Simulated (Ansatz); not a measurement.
I:

```
CELL_PARAMETERS angstrom
-1.61746 1.61746 4.26481
1.61746 -1.61746 4.26481
1.61746 1.61746 -4.26481
ATOMIC_POSITIONS crystal
I 0.00000 0.00000 0.00000
```

```yaml
Program: Ansatz 0.2.0
Task: single point
Functional: PBE
Potentials_or_basis: Ansatz PAW
Cutoff: "420 eV (not typed: the program's choice for these potentials)"
k_mesh: 11 × 11 × 11
Occupations: fermi-dirac, width 0.05 eV
Spin: no spin polarisation
```

On this cell: pressure 0.1 GPa; band gap on the k mesh none (metal or under the smearing width).

The same run follows on a disturbed copy (cell strained at random at fixed volume):

```xyz
1
Lattice="-1.5899 1.6321 4.2367 1.6842 -1.6402 4.2755 1.5553 1.6056 -4.2398" Properties=species:S:1:pos:R:3 pbc="T T T"
I     0.0392    0.0101   -0.0039
```

Problem. What changes?

Solution. The energy (extrapolated to zero smearing) moves by -0.0 meV/atom; pressure 0.1 GPa; band gap on the k mesh none (metal or under the smearing width).

Stress tensor (GPa, compression positive):
```
 0.08 -0.03 -0.03
-0.03 -0.05  0.00
-0.03  0.00  0.17
```

Caveats: an odd number of electrons without spin polarisation forces a metal; a magnetic or distorted state may lie lower.
